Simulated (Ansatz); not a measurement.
Geometry optimisation in Ansatz: input, command and trajectory.

```yaml
crystal:
  lattice:
    - [3.3617880916, 0.0, 0.0]
    - [-1.6808940458, 2.9113938895, 0.0]
    - [0.0, 0.0, 5.8421131335]
  atoms:
    - { symbol: Ta, position: [0.0, 0.0, 0.0] }
    - { symbol: S, position: [0.3333333333, 0.6666666667, 0.2670694344] }
    - { symbol: S, position: [0.6666666667, 0.3333333333, 0.7329305656] }
basis:
  ecutwfc: 420
kpoints:
  mp_grid: { grid: [12, 12, 8] }
hamiltonian:
  xc: pbe
  dispersion: d3bj
scf:
  occupations: { method: gaussian, width: 0.1 }
output:
  forces: true
  stress: true
  eigenvalues: true
relax:
  adjacent_minimum: "off"
  f_tol: 0.01
  max_steps: 30
  cell: { stress_tol: 0.1, fix: [volume] }
```

```bash
ansatz run input.yaml --threads 1 --pin off --max-ram 2560MiB --backend cpu --events-out ev --progress --plain --runs-dir out
```

Computed with Ansatz 0.2.0, DFT PBE+D3(BJ), scalar-relativistic, plane waves, PAW.

The volume is held at 1.03 times that of the relaxed cell.

Of 5 frames 4 are shown, positions in Å and forces in eV/Å; the SCF threshold varies from step to step. Steps run on the plane waves of an earlier cell, with a Pulay correction in the pressure. The basis is chosen afresh for the last frame, the zero of the energies, and at times for earlier ones too; energy and pressure step there, also at an unchanged geometry.

```xyz
3
Lattice="3.3618 0.0000 0.0000 -1.6809 2.9114 0.0000 0.0000 0.0000 5.8421" Properties=species:S:1:pos:R:3:forces:R:3 pbc="T T T" step=1 free_energy_over_end_meV_per_atom=4.87 pressure_GPa=-3.88
Ta    0.0000    0.0000    0.0000    0.0000    0.0000    0.0000
S     0.0000    1.9409    1.5602    0.0000    0.0000   -0.4333
S     1.6809    0.9705    4.2819    0.0000    0.0000    0.4333
3
Lattice="3.3401 0.0000 0.0000 -1.6700 2.8926 0.0000 0.0000 0.0000 5.9183" Properties=species:S:1:pos:R:3:forces:R:3 pbc="T T T" step=2 free_energy_over_end_meV_per_atom=2.80 pressure_GPa=0.97
Ta    0.0000    0.0000    0.0000    0.0000    0.0000    0.0000
S     0.0000    1.9284    1.5214    0.0000    0.0000    0.3699
S     1.6700    0.9642    4.3969    0.0000    0.0000   -0.3699
3
Lattice="3.3424 0.0000 0.0000 -1.6712 2.8946 0.0000 0.0000 0.0000 5.9102" Properties=species:S:1:pos:R:3:forces:R:3 pbc="T T T" step=3 free_energy_over_end_meV_per_atom=0.02 pressure_GPa=-1.18
Ta    0.0000    0.0000    0.0000    0.0000    0.0000    0.0000
S     0.0000    1.9297    1.5440    0.0000    0.0000   -0.0218
S     1.6712    0.9649    4.3661    0.0000    0.0000    0.0218
3
Lattice="3.3447 0.0000 0.0000 -1.6723 2.8966 0.0000 0.0000 0.0000 5.9020" Properties=species:S:1:pos:R:3:forces:R:3 pbc="T T T" step=5 free_energy_over_end_meV_per_atom=0.00 pressure_GPa=-1.13
Ta    0.0000    0.0000    0.0000    0.0000    0.0000    0.0000
S     0.0000    1.9311    1.5415    0.0000    0.0000    0.0005
S     1.6723    0.9655    4.3605    0.0000    0.0000   -0.0005
```

The run took 27 s on 1 thread of Arm Neoverse V2, on a shared host, peak memory 0.4 GiB.

Spin–orbit coupling is left out, which can shift energies with elements as heavy as these. Spin polarisation was left out, and a magnetic state may lie lower.